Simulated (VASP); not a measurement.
Input of a VASP 6.6.1 run:

Contents of INCAR:

```
SYSTEM = CdS
PREC     = Accurate       ! precision mode
ENCUT    = 600            ! plane-wave cutoff, eV
EDIFF    = 1E-8           ! SCF threshold, eV
ISMEAR   = 0              ! smearing method
SIGMA    = 0.03           ! smearing width, eV
LREAL    = .False.        ! projectors in reciprocal space
LASPH    = .True.         ! aspherical terms in the spheres
NELM     = 80             ! most SCF steps
ALGO     = Normal         ! electronic algorithm
ISIF     = 2              ! what is computed and relaxed
LWAVE    = .False.        ! write WAVECAR
LCHARG   = .False.        ! write CHGCAR
GGA      = PE             ! functional
LEPSILON = .True.         ! dielectric tensor by DFPT
```

KPOINTS

```
Automatic mesh
0
Monkhorst
  14 14 14
  0 0 0
```

The input POSCAR:

```
CdS                                     
1.0
    0.0000000000      2.9680225755      2.9680225755
    2.9680225755      0.0000000000      2.9680225755
    2.9680225755      2.9680225755      0.0000000000
  Cd              S             
     1     1
Direct
     0.0000000000000000    0.0000000000000000    0.0000000000000000
     0.2500000000000000    0.2500000000000000    0.2500000000000000
```

Potentials or basis: VASP PAW PBE potentials, release 64 (Cd, S).

The run is started by

```bash
$ cat potpaw_PBE.64/Cd/POTCAR potpaw_PBE.64/S/POTCAR > POTCAR
$ mpirun -np 1 vasp_std > vasp.out
```

(1) What does it give for the electronic dielectric tensor (diagonal)?

(2) What does it give for the Born charges (mean of the diagonal)?

Answers

(1) 6.23.

(2) Cd +2.24; S -2.24 e.
